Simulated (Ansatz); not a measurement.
Runs of Ansatz 0.2.0 on O. Symmetry: R-3m, No. 166, trigonal system. Conventional cell: a = 3.350 Å, b = 3.350 Å, c = 11.196 Å, α = 90.00°, β = 90.00°, γ = 120.00°. O (site symmetry 3m) is surrounded by 1 O at 1.22 Å. The real solid is made of molecules; this cell is a model form.

```tsv
screening (1/Å)	gap on the mesh (eV)	pressure (GPa)	largest force (eV/Å)
0.4	none	(b)	2.23
0.2	none	-7.6	2.36
0.15	none	(a)	2.38
0.1	none	(d)	2.40
0.6	none	(c)	2.01
0.3	none	-7.3	2.31
```

Alike in all rows: task single point; level HSE06 form with a typed share of exact exchange; potentials or basis Ansatz PAW; no spin polarisation; cell as given; k mesh 5 × 5 × 5; cutoff (eV) 420; smearing fermi-dirac 0.05 eV; the mesh is coarse, so values aren't converged.

Problem. Estimate the missing entries.

Solution. (a) -7.7; (b) -7.0; (c) -6.4; (d) -7.8.

Caveats: all runs use coarse meshes; spin is off for a triplet molecule; the PAW data sets come from PBE, with cores solved anew for the run's functional, which leaves a small shift of forces and pressure; forces of over 1 eV/Å show positions far from the minimum, so gaps and moduli don't describe the material at rest; the thresholds are loose for stress.

A gap of «none» marks a metal or a gap under the smearing width.
